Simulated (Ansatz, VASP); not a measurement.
**One calculation of AlNi, two programs**

INCAR

```
PREC = Accurate
ENCUT = 520
EDIFF = 1E-6
ISMEAR = 0
SIGMA = 0.1
LREAL = F
LASPH = T
NELM = 100
ALGO = Normal
ISIF = 2
LWAVE = F
LCHARG = F
ISPIN = 2
MAGMOM = 1 0
LORBIT = 11
LMAXMIX = 4
GGA = PE
```

File KPOINTS:

```
regular mesh
0
Gamma
  9 9 9
```

POSCAR

```
AlNi
1.0
    2.8810000000      0.0000000000      0.0000000000
    0.0000000000      2.8810000000      0.0000000000
    0.0000000000      0.0000000000      2.8810000000
Ni Al
1 1
Cartesian
    1.4405000000      1.4405000000      1.4405000000
    0.0000000000      0.0000000000      0.0000000000
```

The input input.yaml:

```yaml
crystal:
  lattice:
    - [2.881, 0.0, 0.0]
    - [0.0, 2.881, 0.0]
    - [0.0, 0.0, 2.881]
  atoms:
    - { symbol: Ni, position: [0.5, 0.5, 0.5], spin: 1.0 }
    - { symbol: Al, position: [0.0, 0.0, 0.0] }
hamiltonian:
  xc: pbe
  pseudopotentials: { kind: paw }
magnetization:
  spin_polarized: true
kpoints:
  mp_grid: { grid: [9, 9, 9] }
scf:
  occupations: { method: gaussian, width: 0.1 }
output:
  forces: true
  stress: true
  eigenvalues: true
```

Alike in both runs: task single point; functional PBE; k mesh 9 × 9 × 9; occupations gaussian, width 0.1 eV; collinear spin, ferromagnetic start.

|  | VASP | Ansatz |
| --- | --- | --- |
| version | VASP 6.6.1 | Ansatz 0.2.0 |
| potentials or method | VASP PAW PBE potentials, release 54 (Ni, Al) | Ansatz PAW |
| plane-wave cutoff (eV) | 520 | 420 |
| valence electrons in the cell | 13 | 21 |

Ansatz gave:

```
gap on the k mesh at the Fermi level (eV) : none
pressure (GPa)                            : 1.9
net moment per atom (μB)                  : 0.00
```

Problem. Estimate VASP's values.

Solution. gap on the k mesh at the Fermi level (eV): none; pressure (GPa): 2.0; net moment per atom (μB): 0.00.

A gap of «none» marks a metal or a gap that the smearing closes. The functional is the same, so the differences come from potentials, cutoffs and numerics. The two sets of potentials don't hold the same shells in valence.

Caveats: the starting moments weren't kept (Ansatz).
